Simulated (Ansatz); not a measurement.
## Compressing SiC: a fit and a missing row

SiC, F-43m, a = 4.380 Å. The compound has several low-lying forms, and this is one of them. Ansatz: PBE, PAW, 420 eV, Γ-centred 10×10×10 mesh on 2 atoms, Gaussian smearing 0.02 eV; no spin polarisation. Symmetry fixes shape and atoms, so the cell is only scaled; pressure is positive in compression.

```tsv
V (Å³/atom)	P (GPa)
9.871	14.85
10.187	?
10.502	0.00
10.817	-5.93
11.132	-11.04
```

Take V0 = 10.502 Å³/atom, fit the third-order Birch–Murnaghan form to the other rows, and predict the missing pressure.

With the Eulerian strain f = ½[(V0/V)^(2/3) − 1] and y = P/[3f(1 + 2f)^(5/2)], the form is the line y = B0 + 1.5 B0 (B0′ − 4) f. Rows (f, y): 0.02109, 211.7; -0.00975, 213.0; -0.01905, 212.9. Means f = -0.002570, y = 212.53; Σ(Δf)² = 0.0008829, ΣΔfΔy = -0.02911; the slope is their ratio. y = 212.4 − 32.97 f GPa, so B0 = 212.4 GPa and B0′ = 4 + 2 × (-32.97)/(3 × 212.4) = 3.90. At V = 10.187, f = 0.01025, y = 212.06 and P = 6.86 GPa. The run gave 6.88 GPa, so the fit is 0.02 GPa too low, a small miss on the scale of the series.